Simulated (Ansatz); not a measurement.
**CdTe (F-43m): the PBE gap against the k mesh of the density**

How far can the k mesh of the density be lowered for the gap of CdTe (F-43m)?

Method: DFT, PBE, plane waves, PAW, in Ansatz 0.2.0.

## Step 1: Set-up

The structure is cubic, space group F-43m (No. 216). Conventional cell: a = 6.480 Å, b = 6.480 Å, c = 6.480 Å, α = 90.00°, β = 90.00°, γ = 90.00°. Nearest to Cd lie 4 Te at 2.81 Å. Nearest to Te lie 4 Cd at 2.81 Å. Farther neighbours and most contacts between anions are not listed.

The cell and positions come from the Crystallography Open Database and are kept as given unless a step says otherwise. Spin-orbit coupling is left out unless a step names it. The default PAW set here is soft_1. Its files were made with PBE.

## Step 2: k mesh of the density: 2×2×2

input.yaml

```yaml
crystal:
  lattice:
    - [0.0, 3.24, 3.24]
    - [3.24, 0.0, 3.24]
    - [3.24, 3.24, 0.0]
  atoms:
    - { symbol: Cd, position: [0.0, 0.0, 0.0] }
    - { symbol: Te, position: [0.25, 0.25, 0.25] }
kpoints:
  mp_grid: { grid: [2, 2, 2] }
  band_path:
    path:
      - [0.0, 0.0, 0.0]
      - [-0.5, -0.5, 0.0]
      - [-0.375, -0.375, 0.25]
      - [-0.375, 0.0, 0.375]
      - [0.0, 0.0, 0.5]
      - [-0.5, -0.25, 0.25]
    npoints: 1
hamiltonian:
  xc: pbe
  pseudopotentials: { kind: paw, azcp: { folder: "./paw" } }
scf:
  occupations: { method: fixed }
  n_extra_bands: 4
output:
  eigenvalues: true
  write_density: true
  write_potential: true
  elf: true
  volumetric_format: npy
```

Launch:

```console
ansatz run input.yaml --threads 3 --pin off --max-ram 92160MiB --backend cuda --events-out ev --progress --plain --runs-dir out --devices 1 --max-vram 13GiB
```

Numbers of over 12 decimals in the logs are rounded to 6 here.

Log:

```text
scf.n_extra_bands = 4 over 18 filled bands (N_el = 36.0): the run solves 22 bands
GPUs: using 1 of 1 available (devices: 1).
Engine: ansatz 0.2.0, x86_64-unknown-linux-gnu
Pseudopotentials: kind: paw
Pseudopotential: Cd, paw, valence charge 20, recommended cutoff 420 eV (normal), <dir>
Pseudopotential: Te, paw, valence charge 16, recommended cutoff 420 eV (normal), <dir>
Functional definition: PBE
  parameter kappa = 0.804
  parameter beta = 0.066725
  exchange = pbe_x(kappa = kappa, mu = beta*pi^2/3)
  correlation = pbe_c(beta = beta)
device memory: the entry about to start is reckoned to put 1.7 GiB on a device that reports 69.3 GiB free (of which the cap on the GPU budget leaves the run 13.0 GiB)
GPU FFT provider: cuFFT
GPU libraries: cuBLAS 13.8.2, cuFFT 12.4.0, cuSOLVER 12.3.4
Crystal: 2 atoms, lattice volume = 68.024 Å³
Basis set: ecut = 420 eV, 1363 PW (Γ)
Bands: 22, of which v1, the nominal top of the filled ones, is band 18 counted from 1 (17 counted from 0)
Symmetry: 24 space group operations
Space group: F-43m (ITA 216), of the structure as read, at distance tolerance 4.1e-5 Å
k-points: 3 of 8
Non-local potential: Cd, projectors of the file, l = 0: 3, l = 1: 2, l = 2: 2, l = 3: 1
Non-local potential: Te, projectors of the file, l = 0: 2, l = 1: 2, l = 2: 2, l = 3: 1
PAW form: soft (Blöchl's): semilocal exchange-correlation on the pseudo side does not see the compensation charge
PAW one-centre angular grid: Cd, 590 points (default); XC on 64 Gauss nodes
PAW one-centre angular grid: Te, 590 points (default); XC on 64 Gauss nodes
Initial density: superposition of atomic densities (chi_scale 0.1, normalization cell, long waves kept (reshape's long-wave potential 0.00 eV rms))
Initial wavefunctions: pseudopotential atomic-orbital guess
GPU buffer pool allocated for 32768 grid points (all kernels)
GPU transforms: local potential and band sums: pruned to the plane-wave sphere, on 30×32×32
Functional: x = pbe(κ = 0.804, μ = 0.219515), c = pbe(β = 0.066725)
SCF iter   1: F=—  HF=-15234.218890 eV  |F-HF|=—  |Δ(HF+E_count)|=         —  Δρ=2.52e-2  dr2=3.68e-1  ethr=3.10e-3  ⟨swp⟩=4.3  Hψ=258  notcnv=0  defer=5
preconditioner: auto → none  [insulator: Δε(μ)=0.675 eV  Ē_g=11.551 eV  n_scr=14 (ndim 8)  ℏωp=19.1 eV  f_vac=0.156  ε∞_Penn≈3.7]
SCF iter   2: F=—  HF=-15234.188813 eV  |F-HF|=—  |Δ(HF+E_count)|=   3.01e-2  Δρ=1.06e-2  dr2=5.85e-2  ethr=1.02e-3  ⟨swp⟩=2.7  Hψ=142  notcnv=0  defer=3
SCF iter   3: F=—  HF=-15234.205809 eV  |F-HF|=—  |Δ(HF+E_count)|=   1.70e-2  Δρ=4.53e-3  dr2=9.98e-3  ethr=1.62e-4  ⟨swp⟩=2.7  Hψ=118  notcnv=0  defer=3
SCF iter   4: F=—  HF=-15234.204051 eV  |F-HF|=—  |Δ(HF+E_count)|=   1.76e-3  Δρ=1.10e-3  dr2=4.89e-4  ethr=2.77e-5  ⟨swp⟩=3.0  Hψ=150  notcnv=0  defer=3
SCF iter   5: F=—  HF=-15234.204192 eV  |F-HF|=—  |Δ(HF+E_count)|=   1.41e-4  Δρ=2.50e-4  dr2=2.95e-5  ethr=1.36e-6  ⟨swp⟩=2.0  Hψ=115  notcnv=0  defer=3
SCF iter   6: F=—  HF=-15234.204895 eV  |F-HF|=—  |Δ(HF+E_count)|=   7.03e-4  Δρ=4.64e-5  dr2=7.93e-7  ethr=8.21e-8  ⟨swp⟩=2.0  Hψ=82  notcnv=0  defer=3
SCF iter   7: F=-15234.204896 eV  HF=-15234.204896 eV  |F-HF|=2.18e-8  |Δ(HF+E_count)|=   9.59e-7  Δρ=5.96e-6  dr2=2.12e-8  ethr=2.78e-10  ⟨swp⟩=7.3  Hψ=277  notcnv=0
SCF 1 converged in 7 iterations: F = -15234.204896 eV  dr2 = 2.12e-8
[...]
device memory: the entry about to start is reckoned to put 1.0 GiB on a device that reports 67.9 GiB free (of which the cap on the GPU budget leaves the run 13.0 GiB)
NSCF: frozen V_eff on 6 k-points
SCF converged after 7 iterations
Free energy (F): -15234.204896 eV
Harris-Foulkes:  -15234.204896 eV  (|F-HF|=2.18e-8)
Internal energy: -15234.204896 eV  (E = F + TS)
E sigma→0 (E₀):  -15234.204896 eV
Fermi energy:    7.724031 eV
--- Per-component energies (eV) ---
  E_band       = -782.187409
  E_kinetic    = 615.564094
  E_local      = -5817.896166  (includes V_loc(G=0)·N_el)
  E_nonlocal   = 188.824982
  E_hartree    = 2745.092106
  E_xc         = -278.658663
  E_vxc        = -297.703923  (∫ρ·V_xc dr)
  E_paw        = -8775.107357  (= ΣΔE_a)
  E_vpaw       = -961.155369  (= ΣTr[D̂ρ^β])
  E_aug_tail   = 0.000395  (compensation charges beyond the density's cutoff)
  E_ewald      = -3912.024287
  E_smearing   = -0.000000  (= −TS)
  E_closure    = -0.000000  (closes the sum)
  Σ components = -15234.204896   (vs F -15234.204896, Δ=0.00e0)
--- Band table (eV) ---
  k-point 0: bands = [... 14 lower, -0.6474, 7.7240, 7.7240, 7.7240, 8.3729, 12.1459, 12.1459, 12.1459]
  k-point 1: bands = [... 14 lower, -0.2367, 3.1888, 6.9238, 6.9238, 9.4062, 12.7550, 12.7550, 14.7221]
  k-point 2: bands = [... 14 lower, -0.0723, 3.2825, 5.8109, 5.8109, 10.1881, 10.2765, 16.5874, 16.7416]
```

Wall time 12 s (1 × NVIDIA H100 80GB HBM3 (shared by 6 runs) with 3 threads of AMD EPYC 7R13 (Zen 3), shared host); peak memory 0.94 GiB; 2.8 s of CPU time.

In the SCF lines HF is the Harris–Foulkes energy and dr2 the Hartree energy of the density residual, in eV; the loop may stop once dr2 is under the threshold and the program's other checks hold. Hψ counts applications of the Hamiltonian.

This step gave:

```yaml
gap: 0.6488 eV
valence_top_at: Γ
conduction_bottom_at: Γ
least_direct_gap: 0.6488 eV
```

The gap is direct, at Γ.

## Step 3: k mesh of the density: 4×4×4

input.yaml, as its differences from that of step 2:

```diff
@@ -9,3 +9,3 @@
 kpoints:
-  mp_grid: { grid: [2, 2, 2] }
+  mp_grid: { grid: [4, 4, 4] }
   band_path:
```

Log:

```text
[...]
GPUs: using 1 of 1 available (devices: 1).
[...]
GPU FFT provider: cuFFT
GPU libraries: cuBLAS 13.8.2, cuFFT 12.4.0, cuSOLVER 12.3.4
Crystal: 2 atoms, lattice volume = 68.024 Å³
Basis set: ecut = 420 eV, 1363 PW (Γ)
Bands: 22, of which v1, the nominal top of the filled ones, is band 18 counted from 1 (17 counted from 0)
Symmetry: 24 space group operations
[...]
Fermi energy:    7.483641 eV
[...]
--- Band table (eV; the first three rows and the last of 8) ---
  k-point 0: bands = [... 14 lower, -0.5667, 7.4836, 7.4836, 7.4836, 8.2436, 12.0835, 12.0835, 12.0835]
  k-point 1: bands = [... 14 lower, -0.5670, 4.7536, 7.0541, 7.0541, 9.4647, 12.6353, 12.6353, 12.8449]
  k-point 2: bands = [... 14 lower, -0.2096, 3.0530, 6.7070, 6.7070, 9.2939, 12.6758, 12.6758, 14.5445]
  k-point 7: bands = [... 14 lower, 0.0130, 3.2904, 5.1585, 5.2837, 11.7323, 12.1630, 13.0387, 13.7932]
[key lines of the parts left out:]
SCF converged after 7 iterations
Free energy (F): -15235.410497 eV
```

The job ended after 15 s (1 × NVIDIA H100 80GB HBM3 (shared by 6 runs) with 3 threads; peak memory 0.93 GiB; 2.9 s of CPU time).

Numbers from this step:

| Item | Value |
| --- | --- |
| gap | 0.7600 eV |
| valence top at | Γ |
| conduction bottom at | Γ |
| least direct gap | 0.7600 eV |

The gap is 0.760 eV, +0.111 eV from the run before at this level.

## Step 4: k mesh of the density: 6×6×6 (the default)

input.yaml, the sections that differ from step 3:

```yaml
kpoints:
  mp_grid: { grid: [6, 6, 6] }
  band_path:
    path:
      - [[0.0, 0.0, 0.0], [-0.5, -0.5, 0.0], [-0.375, -0.375, 0.25]]
      - [[-0.375, 0.0, 0.375], [0.0, 0.0, 0.0], [0.0, 0.0, 0.5], [-0.5, -0.25, 0.25], [-0.5, -0.5, 0.0]]
    npoints: 10
scf:
  occupations: { method: fermi_dirac, width: 0.02 }
  n_extra_bands: 4
# crystal, hamiltonian, output: as in step 3
```

Log:

```text
[...]
GPUs: using 1 of 1 available (devices: 1).
[...]
GPU FFT provider: cuFFT
GPU libraries: cuBLAS 13.8.2, cuFFT 12.4.0, cuSOLVER 12.3.4
Crystal: 2 atoms, lattice volume = 68.024 Å³
Basis set: ecut = 420 eV, 1363 PW (Γ)
Bands: 22, of which v1, the nominal top of the filled ones, is band 18 counted from 1 (17 counted from 0)
Symmetry: 24 space group operations
[...]
Fermi energy:    7.857116 eV
[...]
--- Band table (eV; the first three rows and the last of 16) ---
  k-point 0: bands = [... 14 lower, -0.5605, 7.4608, 7.4608, 7.4608, 8.2315, 12.0777, 12.0777, 12.0777]
  k-point 1: bands = [... 14 lower, -0.5616, 5.7263, 7.2331, 7.2331, 9.3199, 12.1928, 12.4162, 12.4162]
  k-point 2: bands = [... 14 lower, -0.4578, 3.8833, 6.8520, 6.8520, 9.3927, 12.7029, 12.7029, 13.7219]
  k-point 15: bands = [... 14 lower, -0.0069, 3.2455, 5.2505, 5.3428, 11.1786, 11.2574, 14.1561, 14.4546]
[key lines of the parts left out:]
SCF converged after 7 iterations
Free energy (F): -15235.467136 eV
```

Elapsed: 17 s, on 1 × NVIDIA H100 80GB HBM3 (shared by 6 runs) with 3 threads; peak memory 0.95 GiB.

Numbers from this step:

```yaml
gap: 0.7707 eV
valence_top_at: Γ
conduction_bottom_at: Γ
least_direct_gap: 0.7707 eV
```

The gap is 0.771 eV, +0.011 eV from the run before at this level.

## Step 5: k mesh of the density: 10×10×10

input.yaml, the sections that differ from step 4:

```yaml
kpoints:
  mp_grid: { grid: [10, 10, 10] }
  band_path:
    path:
      - [0.0, 0.0, 0.0]
      - [-0.5, -0.5, 0.0]
      - [-0.375, -0.375, 0.25]
      - [-0.375, 0.0, 0.375]
      - [0.0, 0.0, 0.5]
      - [-0.5, -0.25, 0.25]
    npoints: 1
scf:
  occupations: { method: fixed }
  n_extra_bands: 4
output:
  eigenvalues: true
# crystal, hamiltonian: as in step 4
```

Log:

```text
[...]
GPUs: using 1 of 1 available (devices: 1).
[...]
GPU FFT provider: cuFFT
GPU libraries: cuBLAS 13.8.2, cuFFT 12.4.0, cuSOLVER 12.3.4
Crystal: 2 atoms, lattice volume = 68.024 Å³
Basis set: ecut = 420 eV, 1363 PW (Γ)
Bands: 22, of which v1, the nominal top of the filled ones, is band 18 counted from 1 (17 counted from 0)
Symmetry: 24 space group operations
[...]
Fermi energy:    7.457025 eV
[...]
--- Band table (eV; the first three rows and the last of 47) ---
  k-point 0: bands = [... 14 lower, -0.5590, 7.4570, 7.4570, 7.4570, 8.2296, 12.0769, 12.0769, 12.0769]
  k-point 1: bands = [... 14 lower, -0.5597, 6.5430, 7.3663, 7.3663, 8.9320, 12.0305, 12.2190, 12.2190]
  k-point 2: bands = [... 14 lower, -0.5601, 5.3187, 7.1503, 7.1503, 9.4110, 12.3913, 12.5126, 12.5126]
  k-point 46: bands = [... 14 lower, 0.0057, 3.2645, 5.1796, 5.2924, 11.4816, 11.6842, 13.5763, 14.0593]
[key lines of the parts left out:]
SCF converged after 7 iterations
Free energy (F): -15235.473230 eV
```

Run time: 14 s. Hardware: 1 × NVIDIA H100 80GB HBM3 (shared by 6 runs) with 3 threads; peak memory 0.94 GiB.

Numbers from this step:

```yaml
gap: 0.7726 eV
valence_top_at: Γ
conduction_bottom_at: Γ
least_direct_gap: 0.7726 eV
```

The gap is 0.773 eV, +0.002 eV from the run before at this level.

## Step 6: The series

Differences are against the last row; a negative gap means that bands overlap, and a run with a band path holds that path's time. Times are wall times on 1 × NVIDIA H100 80GB HBM3 (shared by 6 runs) with 3 threads of AMD EPYC 7R13 (Zen 3), shared host, good to a factor of about two.

| k mesh of the density | gap (eV) | direct gap (eV) | gap error (eV) | energy error (meV/atom) | irreducible k | time |
| --- | --- | --- | --- | --- | --- | --- |
| 2×2×2 | 0.649 | 0.649 | −0.124 | +634.2 | 3 | 12 s |
| 4×4×4 | 0.760 | 0.760 | −0.013 | +31.4 | 8 | 15 s |
| 6×6×6 | 0.771 | 0.771 | −0.002 | +3.0 | 16 | 17 s |
| 10×10×10 | 0.773 | 0.773 | +0.000 | +0.0 | 47 | 14 s |

## Step 7: Results

| Quantity | Value |
| --- | --- |
| 2×2×2 | 0.649 eV |
| 4×4×4 | 0.760 eV |
| 6×6×6 | 0.771 eV |
| 10×10×10 | 0.773 eV |

In words: The gap holds to 0.02 eV from 4×4×4 on. At 2×2×2 the gap is off by −0.124 eV and the energy by +634 meV/atom. The gap is read over the mesh and added points near the edges, so meshes differ mainly through the density and, for a hybrid, the exchange operator.

[Paths, hosts, dates, memory and timing lines, banners, echoed tables and standing remarks are left out of the program output.]

[Logs are printed without paths, hosts, clocks, repeated set-up lines and the standing remarks that a program may print on its own settings, such as how far it seeks lower states.]

[Runs of the session that timed out or met a known fault of the program may be left out.]

[Cells called generated may have been cut or substituted from an entry of the Crystallography Open Database or the Materials Project.]

[Hosts, paths, dates, database ids (printed as entryN), source tags and the programs' standing remarks are cut or masked in the printed files.]
